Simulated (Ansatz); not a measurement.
# Elastic response of random fluorite-type alloy of CaF2 and CdF2 (96 atoms): runs compared

How stiff is random fluorite-type alloy of CaF2 and CdF2 (96 atoms), and how do its levels respond to strain?

Computed with Ansatz 0.2.0: Kohn-Sham DFT, r2SCAN, PAW (set soft_2), plane waves.

## (1) The cell as built

The cell holds 96 atoms: 28 Cd, 64 F and 4 Ca. Cell: a = 10.798 Å, b = 10.798 Å, c = 10.798 Å, α = 90.0°, β = 90.0°, γ = 90.0°. It derives from CaF2 (fluorite-type) and CdF2, repeated 2×2×2. Fluorite-type CaF2, 2 x 2 x 2 conventional cells, 28 of 32 Ca sites given to Cd at random (x = 0.875), lattice by Vegard's rule (a = 5.399 Å); every coordinate displaced by a Gaussian of 0.09 Å.

What the set-up can't give: Sampling is at Γ alone.

## (2) The reference run

The reference is a single point at the end of the relaxation.

Every strained cell starts from the geometry of this run, and its atoms are relaxed with the cell held.

Its input, with most atom lines left out:

```yaml
crystal:
  lattice:
    - [10.79287, -0.00165, 0.00023]
    - [-0.00165, 10.79259, 0.00153]
    - [0.00023, 0.00153, 10.79197]
  atoms:
    - { symbol: Cd, position: [0.999, 0.99901, 0.99921] }
    - { symbol: F, position: [0.1242, 0.12438, 0.12434] }
    - { symbol: F, position: [0.37453, 0.37344, 0.37414] }
    - { symbol: Cd, position: [0.99935, 0.249, 0.24959] }
    - { symbol: F, position: [0.12463, 0.37355, 0.37455] }
    - { symbol: F, position: [0.37514, 0.12385, 0.12422] }
    - { symbol: Ca, position: [0.24972, 0.99873, 0.24956] }
    [... atom lines 8 to 96 left out ...]
kpoints:
  mp_grid: { grid: [1, 1, 1] }
hamiltonian:
  xc: r2scan
scf:
  occupations: { method: fermi_dirac, width: 0.025 }
output:
  forces: true
  stress: true
  populations: true
  dos:
    method: { smearing: { sigma: 0.08 } }
    de: 0.1
    projected: { site_lists: { Ca: [Ca], Cd: [Cd], F: [F] } }
  eigenvalues: true
  write_density: true
  write_potential: true
  volumetric_format: npy
```

```
free energy per atom   : -3028.0696 eV/atom
r.m.s. force component : 0.00179 eV/Å
pressure               : -0.005548 GPa
```

Filled and empty levels are parted by 4.06 eV at Γ alone; the mesh holds the band edges only if they fold onto it, so the gap at this level can be narrower or closed, while semilocal functionals tend to narrow gaps against experiment.

## (3) The runs

Each row is one run, on 4 threads of Arm Neoverse V1, shared host. The free energy is the program's total, comparable only between runs with the same functional, potentials and atoms.

```tsv
run	atoms	outcome	ionic steps, all passes	free energy (eV)	time	host memory (GiB)
Single point at the start	96	converged	-	-290686.283	55 s	3.9
Cell and atoms relaxed	96	converged	5	-290694.686	4.2 min	3.9
Single point at the relaxed geometry	96	converged	-	-290694.686	79 s	4.0
Volume -3 %	96	converged	2	-290694.281	2.3 min	3.9
Volume +3 %	96	converged	2	-290694.316	2.4 min	4.0
Volume -6 %	96	converged	2	-290692.946	2.2 min	3.9
Volume +6 %	96	converged	2	-290693.296	2.6 min	4.2
Volume -10 %	96	converged	2	-290689.425	2.5 min	3.8
```

In some runs the program notes that the SCF threshold is loose for the stress.

## (4) Pressure against volume

Atoms are relaxed at each volume, in the scaled cell.

```tsv
volume change (%)	volume (Å³/atom)	energy change (meV/atom)	pressure (GPa)	largest move on relaxing (Å)	bonds	gap (eV)
-10	11.785	54.80	14.82	0.01	256	4.46
-6	12.309	18.13	7.86	0.00	256	4.30
-3	12.702	4.22	3.59	0.00	256	4.18
+0	13.095	0.00	-0.01	-	256	4.06
+3	13.487	3.85	-3.03	0.00	256	3.94
+6	13.880	14.47	-5.57	0.00	256	3.83
```

## (5) What came out

The bulk modulus, from the slope of pressure against ln V over the three points nearest the relaxed volume, is 110 GPa; a quadratic over all points gives a pressure derivative of about 5.1. The gap goes from 4.46 eV at the smallest volume to 3.83 eV at the largest, -3.8 eV per unit of ln V by a straight line, on the run's k-points.

**Limits.** Strains are finite and relaxations stop at the force tolerance of the input, which can leave moduli too stiff; they are those of a static cell at zero temperature. Volumes are changed with the cell's shape held, so in an anisotropic solid the modulus lies over the one under free hydrostatic load. The program notes that the SCF threshold of the relaxations is loose for the stress. The host structure and its lattice constant were typed by rule, without a check against the phase diagram.

The DFT runs together took 18 min of wall time.

[Logs are printed without paths, hosts, clocks, repeated set-up lines and the standing remarks that a program may print on its own settings, such as how far it seeks lower states.]

[Hosts, paths, dates, database ids (printed as entryN), source tags and the programs' standing remarks are cut or masked in the printed files.]
